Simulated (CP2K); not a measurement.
Runs of CP2K 2026.2 on Ag. Symmetry: P6_3/mmc, No. 194, hexagonal system. The conventional cell has a = 2.930 Å, b = 2.930 Å, c = 4.790 Å, α = 90.00°, β = 90.00°, γ = 120.00°. Ag (site symmetry -6m2) is surrounded by 12 Ag at 2.93 Å. This isn't the form of Ag at room conditions, which is fcc.

```csv
level,D3 from the s-dftd3 library (D3_REFERENCE_CODE),cutoff radius of the dispersion sum (A),gap on the mesh (eV),pressure (GPa)
RPBE+D3(BJ),yes,20,none,-29.3
RPBE+D4,-,20,none,-5.6
RPBE+D3(BJ)+ATM,yes,20,none,-28.6
RPBE+D3,yes,20,none,0.2
RPBE,-,-,none,(a)
```

Alike in all rows: task single point; potentials or basis POTENTIAL_UZH Ag GTH-PBE-q11; TZVP-MOLOPT-PBE-GTH basis; no spin polarisation; cell as given; k mesh 10 × 10 × 6; smearing fermi-dirac 0.05 eV.

Q: Fill in the values left out.

A: (a) 3.2.

Caveats: the potentials were made for another functional, which shifts forces and pressure; the basis of atomic orbitals isn't converged, which shifts pressures, moduli and gaps; pairwise dispersion overbinds metals, which lowers pressure and volume (some runs); a pressure of tens of GPa on the cell as given is suspect, and the run, the potentials or the cell itself is likely at fault (some runs).

A k mesh can miss the band edges, and the runs leave out spin-orbit coupling on Ag.

A gap of «none» marks a metal or a gap under the smearing width.
